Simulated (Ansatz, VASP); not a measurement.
**One calculation of Si3N4, two programs**

```
Si N
1.0
    -3.23735    3.23735    3.23735
     3.23735   -3.23735    3.23735
     3.23735    3.23735   -3.23735
Si N
6 8
Direct
  0.25000 0.12500 0.87500
  0.87500 0.25000 0.12500
  0.75000 0.37500 0.62500
  0.62500 0.75000 0.37500
  0.12500 0.87500 0.25000
  0.37500 0.62500 0.75000
  0.56280 0.56280 0.56280
  0.43720 0.50000 0.00000
  0.50000 0.00000 0.93720
  0.00000 0.43720 0.50000
  0.93720 0.50000 0.00000
  0.06280 0.06280 0.06280
  0.00000 0.93720 0.50000
  0.50000 0.00000 0.43720
```

Measurements of this composition are mostly on another form, of space group No. 176.

Alike in both runs: functional PBE; k mesh 6 × 6 × 6; occupations fermi-dirac, width 0.02 eV; no spin polarisation.

Ansatz relaxed the structure, and its values are those at the end. VASP's run is a single point on that final structure, the one shown.

|  | VASP | Ansatz |
| --- | --- | --- |
| version | VASP 6.6.1 | Ansatz 0.2.0 |
| potentials or method | VASP PAW PBE potentials, release 64 (Si, N) | plane-wave PAW, scalar-relativistic |
| plane-wave cutoff (eV) | 520 | 420 |
| valence electrons in the cell | 64 | 64 |

Ansatz gave:

```
gap on the k mesh at the Fermi level (eV) : 4.07
pressure (GPa)                            : 1.9
rms of the force components (eV/Å)        : 0.009
```

Question: Which values does VASP return?

Answer: gap on the k mesh at the Fermi level (eV): 4.07; pressure (GPa): 1.7; rms of the force components (eV/Å): 0.007.

Ansatz warned: «stress_scf_threshold_loose».

A k mesh can miss the band edges. Expect the measured gap to be larger: semilocal functionals such as PBE lack the derivative discontinuity.
